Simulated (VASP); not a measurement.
Crystal: Y.

```
Y
1.0
     2.02981   -6.43899    0.00000
     2.02981    6.43899    0.00000
     0.00000    0.00000    5.37196
Y
4
Direct
  0.09800 0.90200 0.91000
  0.59800 0.40200 0.59000
  0.90200 0.09800 0.09000
  0.40200 0.59800 0.41000
```

The cell was built by a generator and needn't be a form met in nature.

* Program: VASP 6.6.1
* Task: relaxation of cell and atoms
* Functional: PBE
* Potentials or basis: VASP PAW PBE potentials, release 64 (Y_sv)
* Cutoff: 600 eV
* k mesh: 4 × 4 × 4
* Occupations: gaussian, width 0.1 eV
* Spin: no spin polarisation

At the start: pressure 0.5 GPa; volume 35.11 Å³/atom.

Question: Where does the relaxation end?

Answer: Over 24 steps the energy falls by 1407.5 meV/atom and the volume is 33.61 Å³/atom (-4.2 %); space group Fmmm (No. 69, to 0.05 Å).

Step by step:
```csv
step,energy change (eV),largest force (eV/Å),pressure (GPa),volume (Å³)
1,0.0000,2.4925,0.46,140.42
2,-1.1743,2.3394,-0.93,142.39
3,-3.7893,1.9387,-2.67,147.57
4,-2.7887,1.1081,-0.11,154.40
5,-3.8103,1.4366,-2.21,152.04
6,-4.0096,1.8489,-2.77,149.99
7,-4.6957,1.2843,-0.87,140.26
8,-4.7000,1.2922,-0.64,139.54
9,-4.9761,0.9776,-0.25,137.75
10,-5.2589,0.1288,0.79,133.59
11,-5.3209,0.1888,-0.13,137.05
12,-5.3895,0.3785,-1.75,144.56
13,-5.4212,0.3922,-1.77,144.57
14,-5.4808,0.4575,-1.72,144.40
15,-5.4838,0.4803,-1.67,144.30
16,-5.5187,0.4701,-1.21,141.96
17,-5.5766,0.4424,0.35,135.08
18,-5.5793,0.4362,0.84,133.19
19,-5.6034,0.3036,0.62,133.33
20,-5.6259,0.0817,0.22,133.64
21,-5.6260,0.0812,0.20,133.66
22,-5.6283,0.0557,0.02,134.28
23,-5.6292,0.0312,-0.16,134.90
24,-5.6299,0.0277,-0.05,134.46
```

Final structure:
```yaml
crystal:
  lattice:
    - [1.85577, -6.24718, 0.00000]
    - [1.85577, 6.24718, 0.00000]
    - [0.00000, 0.00000, 5.79901]
  atoms:
    - { symbol: Y, position: [0.13839, 0.86161, 0.00013] }
    - { symbol: Y, position: [0.63839, 0.36161, 0.49987] }
    - { symbol: Y, position: [0.86161, 0.13839, 0.99987] }
    - { symbol: Y, position: [0.36161, 0.63839, 0.50013] }
```

Caveat: the k mesh is coarse (spacing up to 0.41 Å⁻¹), so the values aren't converged.
